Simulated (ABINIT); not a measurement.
The system is Te2Mo.

```
CELL_PARAMETERS angstrom
3.51820 0.00000 0.00000
-1.75910 3.04685 0.00000
0.00000 0.00000 13.97360
ATOMIC_POSITIONS crystal
Te 0.66667 0.33333 0.37900
Te 0.33333 0.66667 0.87900
Te 0.66667 0.33333 0.12100
Te 0.33333 0.66667 0.62100
Mo 0.66667 0.33333 0.75000
Mo 0.33333 0.66667 0.25000
```

- Program: ABINIT 10.8.3 (patched build)
- Task: single point
- Functional: PBE
- Potentials or basis: JTH PAW PBE v2.0
- Cutoff: 408 eV
- k mesh: 9 × 9 × 2
- Occupations: fermi-dirac, width 0.05 eV
- Spin: no spin polarisation

On this cell: pressure 3.8 GPa; largest force 0.299 eV/Å; band gap on the k mesh 0.74 eV, indirect (least direct gap 1.04 eV).

The same run follows on a disturbed copy (atoms moved at random, drawn with an rms of 0.05 Å):

```
Te Mo
1.0
     3.51820    0.00000    0.00000
    -1.75910    3.04685    0.00000
     0.00000    0.00000   13.97360
Te Mo
4 2
Direct
  0.68221 0.35004 0.37941
  0.33262 0.66864 0.88013
  0.67577 0.34141 0.12384
  0.34483 0.67496 0.62304
  0.65283 0.31865 0.74889
  0.31947 0.65670 0.25247
```

Task: What changes?

Result: The energy moves by +22.5 meV/atom; pressure 4.8 GPa; largest force 1.369 eV/Å; band gap on the k mesh 0.71 eV, indirect (least direct gap 1.02 eV).

Forces on the atoms (eV/Å):
```
Te  -0.473 -0.610  0.785
Te  -0.126 -0.353  0.023
Te  -0.378 -0.416 -0.468
Te  -0.349 -0.561 -0.906
Mo   0.471  0.922  0.896
Mo   0.854  1.018 -0.329
```

Stress tensor (GPa, compression positive):
```
4.34 0.16 0.21
0.16 4.16 0.02
0.21 0.02 5.95
```

Caveats: spin-orbit coupling is left out, which moves the levels of the heavy elements; an odd mesh through Γ misses points on the zone boundary, where band edges often lie; this functional lacks dispersion, which binds the layers, so the pressure and a relaxed spacing across them are unreliable (some runs).
